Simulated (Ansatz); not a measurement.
Geometry optimisation in Ansatz: input, command and trajectory.

```yaml
crystal:
  lattice:
    - [4.6660155511, 0.0, 0.0]
    - [0.0, 4.6660155511, 0.0]
    - [0.0, 0.0, 4.6660155511]
  atoms:
    - { symbol: Cs, position: [0.0, 0.0, 0.0] }
    - { symbol: I, position: [0.5, 0.5, 0.5] }
basis:
  ecutwfc: 420
kpoints:
  mp_grid: { grid: [6, 6, 6] }
hamiltonian:
  xc: lda
scf:
  occupations: { method: gaussian, width: 0.02 }
output:
  forces: true
  stress: true
  eigenvalues: true
relax:
  adjacent_minimum: "off"
  f_tol: 0.005
  max_steps: 50
  cell: { stress_tol: 0.05 }
```

```bash
ansatz run input.yaml --threads 1 --pin off --max-ram 2560MiB --backend cpu --events-out ev --progress --plain --runs-dir out
```

Computed with Ansatz 0.2.0, DFT LDA, scalar-relativistic, plane waves, PAW.

Of 6 frames 6 are shown, positions in Å and forces in eV/Å; the SCF threshold varies from step to step. Steps run on the plane waves of an earlier cell, with a Pulay correction in the pressure. The basis is chosen afresh for the last frame, the zero of the energies, and at times for earlier ones too; energy and pressure can step there, also at an unchanged geometry. Where two frames share a geometry here, they differ by under 2 meV/atom and 0.3 GPa.

```xyz
2
Lattice="4.6660 0.0000 0.0000 0.0000 4.6660 0.0000 0.0000 0.0000 4.6660" Properties=species:S:1:pos:R:3:forces:R:3 pbc="T T T" step=1 free_energy_over_end_meV_per_atom=57.55 pressure_GPa=-1.88
Cs    0.0000    0.0000    0.0000    0.0000    0.0000    0.0000
I     2.3330    2.3330    2.3330    0.0000    0.0000    0.0000
2
Lattice="4.5816 0.0000 0.0000 0.0000 4.5816 0.0000 0.0000 0.0000 4.5816" Properties=species:S:1:pos:R:3:forces:R:3 pbc="T T T" step=2 free_energy_over_end_meV_per_atom=28.58 pressure_GPa=-1.49
Cs    0.0000    0.0000    0.0000    0.0000    0.0000    0.0000
I     2.2908    2.2908    2.2908    0.0000    0.0000    0.0000
2
Lattice="4.3541 0.0000 0.0000 0.0000 4.3541 0.0000 0.0000 0.0000 4.3541" Properties=species:S:1:pos:R:3:forces:R:3 pbc="T T T" step=3 free_energy_over_end_meV_per_atom=1.78 pressure_GPa=0.61
Cs    0.0000    0.0000    0.0000    0.0000    0.0000    0.0000
I     2.1770    2.1770    2.1770    0.0000    0.0000    0.0000
2
Lattice="4.4073 0.0000 0.0000 0.0000 4.4073 0.0000 0.0000 0.0000 4.4073" Properties=species:S:1:pos:R:3:forces:R:3 pbc="T T T" step=4 free_energy_over_end_meV_per_atom=-0.56 pressure_GPa=-0.06
Cs    0.0000    0.0000    0.0000    0.0000    0.0000    0.0000
I     2.2037    2.2037    2.2037    0.0000    0.0000    0.0000
2
Lattice="4.4022 0.0000 0.0000 0.0000 4.4022 0.0000 0.0000 0.0000 4.4022" Properties=species:S:1:pos:R:3:forces:R:3 pbc="T T T" step=5 free_energy_over_end_meV_per_atom=-0.60 pressure_GPa=0.00
Cs    0.0000    0.0000    0.0000    0.0000    0.0000    0.0000
I     2.2011    2.2011    2.2011    0.0000    0.0000    0.0000
2
Lattice="4.4022 0.0000 0.0000 0.0000 4.4022 0.0000 0.0000 0.0000 4.4022" Properties=species:S:1:pos:R:3:forces:R:3 pbc="T T T" step=6 free_energy_over_end_meV_per_atom=0.00 pressure_GPa=-0.01
Cs    0.0000    0.0000    0.0000    0.0000    0.0000    0.0000
I     2.2011    2.2011    2.2011    0.0000    0.0000    0.0000
```

It took 14 s on 1 thread of Arm Neoverse V1, on a shared host, peak memory 0.35 GiB.